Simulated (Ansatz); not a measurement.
# Ag(111) with 4 layers of random Ag-Ir, 2x2: scattering by chemical disorder

How strongly does chemical disorder scatter in Ag(111) with 4 layers of random Ag-Ir, 2x2?

Method: Ansatz plane-wave DFT, PBE, PAW files; ballistic transport by layer matching (Landauer), zero bias; PAW set soft_1, in Ansatz 0.2.0.

## (1) Starting point

The cell holds 40 atoms: 32 Ag and 8 Ir. Its edges and angles: a = 5.779 Å, b = 5.779 Å, c = 23.651 Å, α = 93.5°, β = 86.5°, γ = 120.0°. It derives from Ag. Regions: lead, 24 atoms (24 Ag); scattering region, 16 atoms (8 Ir and 8 Ag). The structure is stacked along c, and the current runs across the ab planes.

## (2) With 4 alloy layers

In 4 layers a share of 0.5 of the sites is given to Ir at random. The layers about the cell's end stay perfect and serve as the lead. Disorder leaves little or no symmetry, which makes such runs dear. Energies from -0.05 to 0.05 eV in steps of 0.05 eV are too few for the program's thermal sum, so it prints no conductance; for a metal the transmission near the Fermi level serves, at a fraction of the cost.

Contents of input.yaml:

```yaml
crystal:
  lattice:
    - [5.7787594586, 0.0, 0.0]
    - [-2.8893797293, 5.0045524935, 0.0]
    - [1.4446898646, -0.8340920822, 23.5916866996]
  atoms:
    - { symbol: Ag, position: [0.9916666667, 0.0083333333, 0.05] }
    - { symbol: Ag, position: [0.9916666667, 0.5083333333, 0.05] }
    - { symbol: Ag, position: [0.4916666667, 0.0083333333, 0.05] }
    - { symbol: Ag, position: [0.4916666667, 0.5083333333, 0.05] }
    - { symbol: Ag, position: [0.1416666667, 0.3583333333, 0.15] }
    - { symbol: Ag, position: [0.1416666667, 0.8583333333, 0.15] }
    - { symbol: Ag, position: [0.6416666667, 0.3583333333, 0.15] }
    - { symbol: Ag, position: [0.6416666667, 0.8583333333, 0.15] }
    - { symbol: Ag, position: [0.2916666667, 0.2083333333, 0.25] }
    - { symbol: Ag, position: [0.2916666667, 0.7083333333, 0.25] }
    - { symbol: Ag, position: [0.7916666667, 0.2083333333, 0.25] }
    - { symbol: Ag, position: [0.7916666667, 0.7083333333, 0.25] }
    - { symbol: Ir, position: [0.9416666667, 0.0583333333, 0.35] }
    - { symbol: Ag, position: [0.9416666667, 0.5583333333, 0.35] }
    - { symbol: Ag, position: [0.4416666667, 0.0583333333, 0.35] }
    - { symbol: Ag, position: [0.4416666667, 0.5583333333, 0.35] }
    - { symbol: Ir, position: [0.0916666667, 0.4083333333, 0.45] }
    - { symbol: Ag, position: [0.0916666667, 0.9083333333, 0.45] }
    - { symbol: Ir, position: [0.5916666667, 0.4083333333, 0.45] }
    - { symbol: Ir, position: [0.5916666667, 0.9083333333, 0.45] }
    - { symbol: Ir, position: [0.2416666667, 0.2583333333, 0.55] }
    - { symbol: Ag, position: [0.2416666667, 0.7583333333, 0.55] }
    - { symbol: Ag, position: [0.7416666667, 0.2583333333, 0.55] }
    - { symbol: Ag, position: [0.7416666667, 0.7583333333, 0.55] }
    - { symbol: Ir, position: [0.8916666667, 0.1083333333, 0.65] }
    - { symbol: Ir, position: [0.8916666667, 0.6083333333, 0.65] }
    - { symbol: Ag, position: [0.3916666667, 0.1083333333, 0.65] }
    - { symbol: Ir, position: [0.3916666667, 0.6083333333, 0.65] }
    - { symbol: Ag, position: [0.0416666667, 0.4583333333, 0.75] }
    - { symbol: Ag, position: [0.0416666667, 0.9583333333, 0.75] }
    - { symbol: Ag, position: [0.5416666667, 0.4583333333, 0.75] }
    - { symbol: Ag, position: [0.5416666667, 0.9583333333, 0.75] }
    - { symbol: Ag, position: [0.1916666667, 0.3083333333, 0.85] }
    - { symbol: Ag, position: [0.1916666667, 0.8083333333, 0.85] }
    - { symbol: Ag, position: [0.6916666667, 0.3083333333, 0.85] }
    - { symbol: Ag, position: [0.6916666667, 0.8083333333, 0.85] }
    - { symbol: Ag, position: [0.8416666667, 0.1583333333, 0.95] }
    - { symbol: Ag, position: [0.8416666667, 0.6583333333, 0.95] }
    - { symbol: Ag, position: [0.3416666667, 0.1583333333, 0.95] }
    - { symbol: Ag, position: [0.3416666667, 0.6583333333, 0.95] }
kpoints:
  mp_grid: { grid: [4, 4, 1] }
hamiltonian:
  xc: pbe
  pseudopotentials: { kind: paw, azcp: { folder: soft_1 } }
scf:
  occupations: { method: fermi_dirac, width: 0.1 }
output:
  transmission: { leads: [[0, 4]], kmesh: [8, 8], e_range: [-0.05, 0.05], de: 0.05 }
  write_potential: true
  write_density: true
  volumetric_format: npy
```

On the command line:

```
> ansatz run input.yaml --threads 4 --pin off --max-ram 15360MiB --backend cpu --events-out ev --progress --plain --runs-dir out
```

Numbers of over 12 decimals in the logs are rounded to 6 here.

Output:

```text
Engine: ansatz 0.2.0, aarch64-unknown-linux-gnu
Pseudopotentials: kind: paw
Pseudopotential: Ag, paw, valence charge 19, recommended cutoff 420 eV (normal), soft_1/Ag.paw.azcp
Pseudopotential: Ir, paw, valence charge 17, recommended cutoff 420 eV (normal), soft_1/Ir.paw.azcp
Functional definition: PBE
  parameter kappa = 0.804
  parameter beta = 0.066725
  exchange = pbe_x(kappa = kappa, mu = beta*pi^2/3)
  correlation = pbe_c(beta = beta)
Crystal: 40 atoms, lattice volume = 682.274 Å³
Basis set: ecut = 420 eV, 13363 PW (Γ)
Bands: 447, of which v1, the nominal top of the filled ones, is band 372 counted from 1 (371 counted from 0)
Symmetry: 1 space group operations
Space group: P1 (ITA 1), of the structure as read, at distance tolerance 8.8e-5 Å
k-points: 10 of 16 (time reversal used)
Non-local potential: Ag, projectors of the file, l = 0: 3, l = 1: 2, l = 2: 2, l = 3: 1
Non-local potential: Ir, projectors of the file, l = 0: 3, l = 1: 2, l = 2: 2, l = 3: 1
PAW form: soft (Blöchl's): semilocal exchange-correlation on the pseudo side does not see the compensation charge
PAW one-centre angular grid: Ag, 590 points (default); XC on 64 Gauss nodes
PAW one-centre angular grid: Ir, 590 points (default); XC on 64 Gauss nodes
Initial density: superposition of atomic densities (chi_scale 0.1, normalization cell, long waves of neutral atoms (reshape's long-wave potential 6.96 eV rms, cloud 2.86 Å wide))
Initial wavefunctions: pseudopotential atomic-orbital guess
Functional: x = pbe(κ = 0.804, μ = 0.219515), c = pbe(β = 0.066725)
SCF iter   1: F=—  HF=-338393.939474 eV  |F-HF|=—  |Δ(HF+E_count)|=         —  Δρ=6.54e-2  dr2=1.31e2  ethr=3.10e-3  ⟨swp⟩=4.0  Hψ=13254  notcnv=0  defer=103
preconditioner: auto → Kerker (q_TF=auto, 2.768 Å⁻¹)  [metal: Δε(μ)=0.021 eV  Ē_g=9.296 eV  σ=0.100 eV  W_gap=0.05  n_scr=260 (ndim 8)  ℏωp=29.3 eV  f_vac=0.000  D(μ)=26.30/eV (n_scr^D=228)]
SCF iter   2: F=—  HF=-338387.707875 eV  |F-HF|=—  |Δ(HF+E_count)|=    6.23e0  Δρ=3.13e-2  dr2=5.40e1  ethr=3.10e-3  ⟨swp⟩=2.0  Hψ=5327  notcnv=0  defer=493
SCF iter   3: F=—  HF=-338385.304798 eV  |F-HF|=—  |Δ(HF+E_count)|=    2.40e0  Δρ=6.42e-3  dr2=3.70e0  ethr=3.10e-3  ⟨swp⟩=2.0  Hψ=4149  notcnv=0  defer=493
SCF iter   4: F=—  HF=-338385.300284 eV  |F-HF|=—  |Δ(HF+E_count)|=   4.51e-3  Δρ=3.07e-3  dr2=2.82e-1  ethr=4.97e-4  ⟨swp⟩=1.0  Hψ=5150  notcnv=0  defer=493
SCF iter   5: F=—  HF=-338385.290378 eV  |F-HF|=—  |Δ(HF+E_count)|=   9.91e-3  Δρ=7.35e-4  dr2=3.46e-2  ethr=3.79e-5  ⟨swp⟩=1.1  Hψ=3978  notcnv=0  defer=493
SCF iter   6: F=—  HF=-338385.289524 eV  |F-HF|=—  |Δ(HF+E_count)|=   8.54e-4  Δρ=3.10e-4  dr2=9.04e-3  ethr=4.65e-6  ⟨swp⟩=1.0  Hψ=3977  notcnv=0  defer=493
SCF iter   7: F=—  HF=-338385.289265 eV  |F-HF|=—  |Δ(HF+E_count)|=   2.59e-4  Δρ=1.21e-4  dr2=4.27e-4  ethr=1.21e-6  ⟨swp⟩=1.0  Hψ=3977  notcnv=0  defer=493
SCF iter   8: F=—  HF=-338385.289254 eV  |F-HF|=—  |Δ(HF+E_count)|=   1.08e-5  Δρ=4.99e-5  dr2=3.67e-5  ethr=5.74e-8  ⟨swp⟩=2.5  Hψ=7080  notcnv=0  defer=493
SCF iter   9: F=—  HF=-338385.289400 eV  |F-HF|=—  |Δ(HF+E_count)|=   1.46e-4  Δρ=1.57e-5  dr2=6.65e-6  ethr=4.93e-9  ⟨swp⟩=2.0  Hψ=5814  notcnv=0  defer=493
SCF iter  10: F=—  HF=-338385.289400 eV  |F-HF|=—  |Δ(HF+E_count)|=   2.66e-7  Δρ=5.13e-6  dr2=1.28e-6  ethr=8.94e-10  ⟨swp⟩=2.4  Hψ=7011  notcnv=0  defer=493
SCF iter  11: F=—  HF=-338385.289400 eV  |F-HF|=—  |Δ(HF+E_count)|=   4.63e-8  Δρ=1.44e-6  dr2=2.30e-7  ethr=1.72e-10  ⟨swp⟩=1.0  Hψ=3977  notcnv=0  defer=493
SCF iter  12: F=-338385.289400 eV  HF=-338385.289400 eV  |F-HF|=5.10e-8  |Δ(HF+E_count)|=   5.70e-9  Δρ=6.77e-7  dr2=5.23e-8  ethr=1.34e-11  ⟨swp⟩=8.1  Hψ=15943  notcnv=0
SCF 1 converged in 12 iterations: F = -338385.289400 eV  dr2 = 5.23e-8
  greatest PAW one-centre occupation: 1.002 electrons in one spin orbital (limit 2), on the Ag atom at site 17 (counted from 0), in its partial waves of l = 0
transmission: 120 of 1156 steps passed
transmission: 240 of 1156 steps passed
[...]
transmission: 1156 of 1156 steps passed
SCF converged after 12 iterations
Free energy (F): -338385.289400 eV
Harris-Foulkes:  -338385.289400 eV  (|F-HF|=5.10e-8)
Internal energy: -338384.249501 eV  (E = F + TS)
E sigma→0 (E₀):  -338384.769450 eV
Entropy (-TS):   -1.039899 eV (-25.997 meV/atom)
Fermi energy:    17.638922 eV
--- Per-component energies (eV) ---
  E_band       = -8820.438701
  E_kinetic    = 19260.818413
  E_local      = -78610.855998  (includes V_loc(G=0)·N_el)
  E_nonlocal   = 2533.713367
  E_hartree    = 37352.671182
  E_xc         = -6918.404584
  E_vxc        = -8477.765682  (∫ρ·V_xc dr)
  E_paw        = -200684.396532  (= ΣΔE_a)
  E_vpaw       = -18231.703015  (= ΣTr[D̂ρ^β])
  E_aug_tail   = 0.015184  (compensation charges beyond the density's cutoff)
  E_ewald      = -111317.810534
  E_smearing   = -1.039899  (= −TS)
  E_closure    = -0.000000  (closes the sum)
  Σ components = -338385.289400   (vs F -338385.289400, Δ=0.00e0)
--- Band table (eV; the first three rows and the last of 10) ---
  k-point 0: bands = [... 368 lower, 17.7026, 17.7403, 17.7533, 17.8117, 17.9095, 18.0710, 18.2438, 18.4698, ... 71 higher]
  k-point 1: bands = [... 368 lower, 17.4966, 17.5336, 17.5894, 17.6428, 17.6632, 17.7031, 17.7907, 17.8631, ... 71 higher]
  k-point 2: bands = [... 368 lower, 17.2849, 17.3592, 17.4184, 17.4674, 17.5803, 17.6116, 17.6613, 17.8314, ... 71 higher]
  k-point 9: bands = [... 368 lower, 17.2431, 17.2771, 17.3056, 17.3760, 17.5561, 17.5813, 17.7134, 17.7612, ... 71 higher]
--- Transmission ---
  basis      : 253 plane waves across, 34 finite elements along
  points     : 34, standing for a mesh of 8 x 8
  energies   : 3 from -0.050000 to 0.050000 eV about the Fermi level, 0.050000 eV apart; the leads are filled to 0.000000 eV, and channels, transmission and decay are at 0.000000 eV
  crystal 0  : Ag4, at the sites [0, 4], period 2.3592 Å, over 14.16 Å; its Hamiltonian steps by up to 47.0 meV: too much for a lead, lay more layers or, if its atoms are ordered, name the step of that order
    offset         : up to 0.0000 Å between an atom of the period and one for which it stands
    channels       : 3.171875e0 a spin
    conductance    : none, the energies end too early or step too widely for 300 K: set another output.transmission.e_range or a lower de, or, where they end at an eighth of basis.ecutwfc, a higher one
  junction   : crystal 0 to crystal 0, 0.70 to 21.93 Å
    transmission   : 1.203385e0 a spin
    conductance    : none, the energies end too early or step too widely for 300 K: set another output.transmission.e_range or a lower de, or, where they end at an eighth of basis.ecutwfc, a higher one
```

It took 6.5 min on 4 threads of Arm Neoverse V2, shared host; peak memory 6 GiB.

This step gave:

```
free energy                                    : -338385.2894 eV
energy at zero smearing                        : -338384.7695 eV
Fermi energy                                   : 17.64 eV
cell area                                      : 28.92 Å²
transmission per spin nearest the Fermi level  : 1.203
open channels per spin nearest the Fermi level : 3.172
step of the lead's potential                   : 47 meV
```

Per spin. Transmission, zone mean against energy, zero at the Fermi level:

```
energy (eV)  transmission, zone mean
    -0.0500                     1.21
     0.0000                     1.20
     0.0500                     1.18
```

Per spin. Open channels, zone mean, lead against energy, zero at the Fermi level:

```
energy (eV)  open channels, zone mean, lead
    -0.0500                            3.33
     0.0000                            3.17
     0.0500                            3.23
```

Transmission over k1 and k2. At 0.0000 eV from the Fermi level.

Values, 8 rows by 8 columns:
```
1.16 1.71 0.90 1.02 1.45 0.91 0.96 1.05
0.95 1.27 1.77 0.58 1.70 1.17 1.34 1.06
0.89 0.90 1.19 1.22 1.01 1.41 1.13 1.00
1.43 1.69 1.43 1.07 2.66 1.07 1.43 1.69
0.89 1.00 1.13 1.41 1.01 1.22 1.19 0.90
0.95 1.06 1.34 1.17 1.70 0.58 1.77 1.27
1.16 1.05 0.96 0.91 1.45 1.02 0.90 1.71
1.64 1.08 0.93 0.93 1.57 0.93 0.93 1.08
```
Columns: k1 (b1) from -0.5 to 0.375; rows upwards: k2 (b2) from -0.5 to 0.375.

Open channels over k1 and k2. At 0.0000 eV from the Fermi level.

Ten even steps from '0' (2.00) to '9' (4.00):
```
59559550
55959550
55555555
99955599
55555555
50559595
50559559
95559555
```
Columns: k1 (b1) from -0.5 to 0.375; rows upwards: k2 (b2) from -0.5 to 0.375.

Over the solved energies the transmission per spin lies between 1.18 and 1.21, out of 3.24 channels of the lead on average (up to 3.33). The log calls the step of a lead's potential too much.

## (3) With 8 alloy layers

In 8 layers a share of 0.5 of the sites is given to Ir at random. A fresh draw is used; the growth of the resistance with length is what counts.

System of this step: Ag(111) with 8 layers of random Ag-Ir, 2x2. The cell holds 56 atoms: 40 Ag and 16 Ir. Its edges and angles: a = 5.779 Å, b = 5.779 Å, c = 33.070 Å, α = 87.5°, β = 92.5°, γ = 120.0°. It derives from Ag. Regions: lead, 24 atoms (24 Ag); scattering region, 32 atoms (16 Ag and 16 Ir). The structure is stacked along c, and the current runs across the ab planes.

Contents of input.yaml:

```yaml
crystal:
  lattice:
    - [5.7787594586, 0.0, 0.0]
    - [-2.8893797293, 5.0045524935, 0.0]
    - [-1.4446898646, 0.8340920822, 33.0283613795]
  atoms:
    - { symbol: Ag, position: [0.005952381, 0.994047619, 0.0357142857] }
    - { symbol: Ag, position: [0.005952381, 0.494047619, 0.0357142857] }
    - { symbol: Ag, position: [0.505952381, 0.994047619, 0.0357142857] }
    - { symbol: Ag, position: [0.505952381, 0.494047619, 0.0357142857] }
    - { symbol: Ag, position: [0.1845238095, 0.3154761905, 0.1071428571] }
    - { symbol: Ag, position: [0.1845238095, 0.8154761905, 0.1071428571] }
    - { symbol: Ag, position: [0.6845238095, 0.3154761905, 0.1071428571] }
    - { symbol: Ag, position: [0.6845238095, 0.8154761905, 0.1071428571] }
    - { symbol: Ag, position: [0.3630952381, 0.1369047619, 0.1785714286] }
    - { symbol: Ag, position: [0.3630952381, 0.6369047619, 0.1785714286] }
    - { symbol: Ag, position: [0.8630952381, 0.1369047619, 0.1785714286] }
    - { symbol: Ag, position: [0.8630952381, 0.6369047619, 0.1785714286] }
    - { symbol: Ag, position: [0.0416666667, 0.9583333333, 0.25] }
    - { symbol: Ag, position: [0.0416666667, 0.4583333333, 0.25] }
    - { symbol: Ag, position: [0.5416666667, 0.9583333333, 0.25] }
    - { symbol: Ir, position: [0.5416666667, 0.4583333333, 0.25] }
    - { symbol: Ir, position: [0.2202380952, 0.2797619048, 0.3214285714] }
    - { symbol: Ag, position: [0.2202380952, 0.7797619048, 0.3214285714] }
    - { symbol: Ir, position: [0.7202380952, 0.2797619048, 0.3214285714] }
    - { symbol: Ag, position: [0.7202380952, 0.7797619048, 0.3214285714] }
    - { symbol: Ir, position: [0.3988095238, 0.1011904762, 0.3928571429] }
    - { symbol: Ir, position: [0.3988095238, 0.6011904762, 0.3928571429] }
    - { symbol: Ag, position: [0.8988095238, 0.1011904762, 0.3928571429] }
    - { symbol: Ir, position: [0.8988095238, 0.6011904762, 0.3928571429] }
    - { symbol: Ag, position: [0.0773809524, 0.9226190476, 0.4642857143] }
    - { symbol: Ag, position: [0.0773809524, 0.4226190476, 0.4642857143] }
    - { symbol: Ag, position: [0.5773809524, 0.9226190476, 0.4642857143] }
    - { symbol: Ir, position: [0.5773809524, 0.4226190476, 0.4642857143] }
    - { symbol: Ir, position: [0.255952381, 0.244047619, 0.5357142857] }
    - { symbol: Ir, position: [0.255952381, 0.744047619, 0.5357142857] }
    - { symbol: Ir, position: [0.755952381, 0.244047619, 0.5357142857] }
    - { symbol: Ir, position: [0.755952381, 0.744047619, 0.5357142857] }
    - { symbol: Ag, position: [0.4345238095, 0.0654761905, 0.6071428571] }
    - { symbol: Ag, position: [0.4345238095, 0.5654761905, 0.6071428571] }
    - { symbol: Ir, position: [0.9345238095, 0.0654761905, 0.6071428571] }
    - { symbol: Ir, position: [0.9345238095, 0.5654761905, 0.6071428571] }
    - { symbol: Ir, position: [0.1130952381, 0.8869047619, 0.6785714286] }
    - { symbol: Ag, position: [0.1130952381, 0.3869047619, 0.6785714286] }
    - { symbol: Ag, position: [0.6130952381, 0.8869047619, 0.6785714286] }
    - { symbol: Ag, position: [0.6130952381, 0.3869047619, 0.6785714286] }
    - { symbol: Ag, position: [0.2916666667, 0.2083333333, 0.75] }
    - { symbol: Ag, position: [0.2916666667, 0.7083333333, 0.75] }
    - { symbol: Ir, position: [0.7916666667, 0.2083333333, 0.75] }
    - { symbol: Ir, position: [0.7916666667, 0.7083333333, 0.75] }
    - { symbol: Ag, position: [0.4702380952, 0.0297619048, 0.8214285714] }
    - { symbol: Ag, position: [0.4702380952, 0.5297619048, 0.8214285714] }
    - { symbol: Ag, position: [0.9702380952, 0.0297619048, 0.8214285714] }
    - { symbol: Ag, position: [0.9702380952, 0.5297619048, 0.8214285714] }
    - { symbol: Ag, position: [0.1488095238, 0.8511904762, 0.8928571429] }
    - { symbol: Ag, position: [0.1488095238, 0.3511904762, 0.8928571429] }
    - { symbol: Ag, position: [0.6488095238, 0.8511904762, 0.8928571429] }
    - { symbol: Ag, position: [0.6488095238, 0.3511904762, 0.8928571429] }
    - { symbol: Ag, position: [0.3273809524, 0.1726190476, 0.9642857143] }
    - { symbol: Ag, position: [0.3273809524, 0.6726190476, 0.9642857143] }
    - { symbol: Ag, position: [0.8273809524, 0.1726190476, 0.9642857143] }
    - { symbol: Ag, position: [0.8273809524, 0.6726190476, 0.9642857143] }
kpoints:
  mp_grid: { grid: [4, 4, 1] }
hamiltonian:
  xc: pbe
  pseudopotentials: { kind: paw, azcp: { folder: soft_1 } }
scf:
  occupations: { method: fermi_dirac, width: 0.1 }
output:
  transmission: { leads: [[0, 4]], kmesh: [8, 8], e_range: [-0.05, 0.05], de: 0.05 }
  write_potential: true
  write_density: true
  volumetric_format: npy
```

Output:

```text
[...]
Crystal: 56 atoms, lattice volume = 955.184 Å³
Basis set: ecut = 420 eV, 18759 PW (Γ)
Bands: 620, of which v1, the nominal top of the filled ones, is band 516 counted from 1 (515 counted from 0)
Symmetry: 1 space group operations
[...]
k-points: 10 of 16 (time reversal used)
[...]
SCF iter   1: F=—  HF=-494610.370742 eV  |F-HF|=—  |Δ(HF+E_count)|=         —  Δρ=6.20e-2  dr2=3.49e2  ethr=3.10e-3  ⟨swp⟩=4.0  Hψ=18278  notcnv=0  defer=181
[...]
SCF iter  12: F=-494598.401230 eV  HF=-494598.401230 eV  |F-HF|=7.53e-8  |Δ(HF+E_count)|=   2.69e-8  Δρ=1.21e-6  dr2=8.08e-8  ethr=9.69e-12  ⟨swp⟩=8.5  Hψ=22511  notcnv=0
SCF 1 converged in 12 iterations: F = -494598.401230 eV  dr2 = 8.08e-8
[...]
transmission: 183 of 1768 steps passed
transmission: 357 of 1768 steps passed
[...]
transmission: 1768 of 1768 steps passed
SCF converged after 12 iterations
Free energy (F): -494598.401230 eV
[...]
Internal energy: -494596.776136 eV  (E = F + TS)
E sigma→0 (E₀):  -494597.588683 eV
Entropy (-TS):   -1.625094 eV (-29.020 meV/atom)
Fermi energy:    17.849129 eV
[...]
--- Band table (eV; the first three rows and the last of 10) ---
  k-point 0: bands = [... 512 lower, 18.0614, 18.0907, 18.1155, 18.1543, 18.1783, 18.2007, 18.2823, 18.3326, ... 100 higher]
  k-point 1: bands = [... 512 lower, 17.7748, 17.8227, 17.8486, 17.8838, 17.9234, 17.9743, 17.9961, 18.0093, ... 100 higher]
  k-point 2: bands = [... 512 lower, 17.5941, 17.6046, 17.6487, 17.6976, 17.7433, 17.7730, 17.8271, 17.8961, ... 100 higher]
  k-point 9: bands = [... 512 lower, 17.5760, 17.5778, 17.6242, 17.6508, 17.7350, 17.7734, 17.7838, 17.8901, ... 100 higher]
--- Transmission ---
  basis      : 253 plane waves across, 52 finite elements along
  points     : 34, standing for a mesh of 8 x 8
[...]
channels       : 3.234375e0 a spin
[...]
junction   : crystal 0 to crystal 0, 0.70 to 31.37 Å
    transmission   : 7.098716e-1 a spin
[...]
```

The job ended after 11 min (4 threads; peak memory 9.8 GiB; 39 min of CPU time).

Numbers from this step:

```yaml
free_energy: -494598.4012 eV
energy_at_zero_smearing: -494597.5887 eV
fermi_energy: 17.85 eV
transmission_per_spin_nearest_the_fermi_level: 0.7099
open_channels_per_spin_nearest_the_fermi_level: 3.234
step_of_the_lead_s_potential: 44.8 meV
```

Per spin. Transmission, zone mean against energy, zero at the Fermi level:

```
energy (eV)  transmission, zone mean
    -0.0500                    0.764
     0.0000                    0.710
     0.0500                    0.724
```

Over the solved energies the transmission per spin lies between 0.710 and 0.764, out of 3.27 channels of the lead on average (up to 3.33). The log calls the step of a lead's potential too much.

[end of part 1 of 2]

[Logs are printed without paths, hosts, clocks, repeated set-up lines and the standing remarks that a program may print on its own settings, such as how far it seeks lower states.]

[Hosts, paths, dates, database ids (printed as entryN), source tags and the programs' standing remarks are cut or masked in the printed files.]
